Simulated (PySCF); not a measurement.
# Frontier levels across methods

Compound: C₆H₆O.
Cartesian coordinates in Å at the PBE0-D3(BJ)/def2-SVP level; atoms count from 1:
```
atom  x, y, z in Å
O1     2.371   -0.288    0.044
C2     1.024   -0.199    0.031
C3     0.292   -1.391   -0.009
C4    -1.098   -1.350   -0.023
C5    -1.776   -0.130    0.002
C6    -1.044    1.054    0.042
C7     0.349    1.026    0.056
H8     2.746    0.599    0.071
H9     0.836   -2.338   -0.028
H10   -1.659   -2.287   -0.055
H11   -2.868   -0.105   -0.009
H12   -1.559    2.018    0.062
H13    0.920    1.959    0.087
```

Basis pcSseg-1 throughout (PySCF), one geometry. One conformer (not necessarily the lowest) at the PBE0-D3(BJ)/def2-SVP geometry, without solvent, vibrations or thermal averaging.

**Question.** How do the orbital energies, the gap and the dipole change with the method?

**Answer.** 
| method | kind | HOMO (eV) | LUMO (eV) | gap (eV) | μ (D) | SCF cycles |
| --- | --- | --- | --- | --- | --- | --- |
| PBE | GGA | -5.47 | -1.14 | 4.33 | 1.35 | 16 |
| BP86 | GGA | -5.58 | -1.25 | 4.33 | 1.35 | 15 |
| PBE0 | global hybrid | -6.54 | -0.26 | 6.28 | 1.37 | 14 |
| BHandHLYP | global hybrid | -7.40 | 0.78 | 8.18 | 1.39 | 12 |
| CAM-B3LYP | range-separated hybrid | -7.73 | 0.85 | 8.58 | 1.38 | 12 |
| wB97X-D | range-separated hybrid | -8.31 | 1.46 | 9.77 | 1.37 | 12 |
| HF | Hartree–Fock | -8.60 | 3.33 | 11.92 | 1.44 | 12 |

The HOMO spans 3.13 eV, from PBE down to HF, and the gap runs from 4.33 eV (PBE) to 11.92 eV (HF). Over the methods PBE (0 %), BP86 (0 %), PBE0 (25 %), BHandHLYP (50 %), HF (100 %), a straight line through the gap against the share of exact exchange rises by 0.76 eV for each 10 % (correlation coefficient 1.000). The dipole ranges from 1.35 D (PBE) to 1.44 D (HF). This basis has no diffuse functions.

The vertical ΔSCF ionisation energy at wB97X-D/def2-SVPD is 8.54 eV; −ε(HOMO) comes closest to it with HF (8.60 eV).
